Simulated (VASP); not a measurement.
The system is Au.

```
CELL_PARAMETERS angstrom
0.00000 2.03500 2.03500
2.03500 0.00000 2.03500
2.03500 2.03500 0.00000
ATOMIC_POSITIONS crystal
Au 0.00000 0.00000 0.00000
```

| Item | Value |
| --- | --- |
| Program | VASP 6.6.1 |
| Task | relaxation of cell and atoms |
| Functional | PBE |
| Potentials or basis | VASP PAW PBE potentials, release 54 (Au) |
| Cutoff | 580 eV |
| k mesh | 11 × 11 × 11 |
| Occupations | fermi-dirac, width 0.05 eV |
| Spin | no spin polarisation |

At the start: pressure 10.6 GPa; volume 16.85 Å³/atom.

Question: Where does the relaxation end?

Answer: Over 4 steps the energy falls by 32.9 meV/atom and the volume is 17.94 Å³/atom (+6.4 %); space group Fm-3m (No. 225, to 0.05 Å).

Step by step:
```tsv
step	energy change (eV)	largest force (eV/Å)	pressure (GPa)	volume (Å³)
1	0.0000	0.0000	10.62	16.85
2	0.0309	0.0000	-10.28	19.73
3	-0.0329	0.0000	-0.20	17.96
4	-0.0329	0.0000	-0.07	17.94
```

Final structure:
```xyz
1
Lattice="0.0000 2.0778 2.0778 2.0778 0.0000 2.0778 2.0778 2.0778 0.0000" Properties=species:S:1:pos:R:3 pbc="T T T"
Au    0.0000    0.0000    0.0000
```
